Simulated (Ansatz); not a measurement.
Below is a relaxed structure of P. The cell was found from a structure generator's guess, not taken from experiment.

These are results of Ansatz 0.2.0, DFT PBE, scalar-relativistic, plane waves, PAW, not measurements. Cutoff 420 eV, Γ-centred mesh, Gaussian smearing, no spin polarisation.

```
CELL_PARAMETERS angstrom
6.65436 0.00000 0.00000
-3.32718 5.76284 0.00000
0.00000 0.00000 5.21920
ATOMIC_POSITIONS crystal
P 0.10115 0.74061 0.87415
P 0.25939 0.36054 0.54082
P 0.63946 0.89885 0.20749
P 0.89885 0.25939 0.37415
P 0.74061 0.63946 0.04082
P 0.36054 0.10115 0.70749
P 0.10115 0.36054 0.95918
P 0.63946 0.74061 0.62585
P 0.25939 0.89885 0.29251
P 0.89885 0.63946 0.45918
P 0.36054 0.25939 0.12585
P 0.74061 0.10115 0.79251
```

Energies count from the standard state of P at the same level. The references include black phosphorus.

**Question.** Find its symmetry and describe it.

**Answer.** P6_522 (No. 179). Conventional cell: a = 6.654 Å, c = 5.219 Å. P is surrounded by 5 P at 2.31–2.57 Å.

**Question.** How far does it lie from the standard state of P?

**Answer.** +0.29 eV/atom. It lies above the standard state, so it could only be metastable.

**Question.** Is it a metal?

**Answer.** Yes, bands cross the Fermi level on the 6×6×8 mesh.

**Question.** From what recipe could a structure generator have reached it?

**Answer.** One such recipe: 4-connected net of one element (P6_522, No. 179). Other recipes can lead to the same cell.

The last run used a 6×6×8 mesh (in the run's order of axes) for its 12-atom cell and Gaussian smearing of 0.10 eV. The reference form of P is held partly by dispersion forces, which this level lacks. A structure relaxed within its symmetry needn't be a true minimum. Another cell of P relaxed alike, in I4_1/amd, lies 60 meV/atom lower, so this cell isn't the stable form at this level.
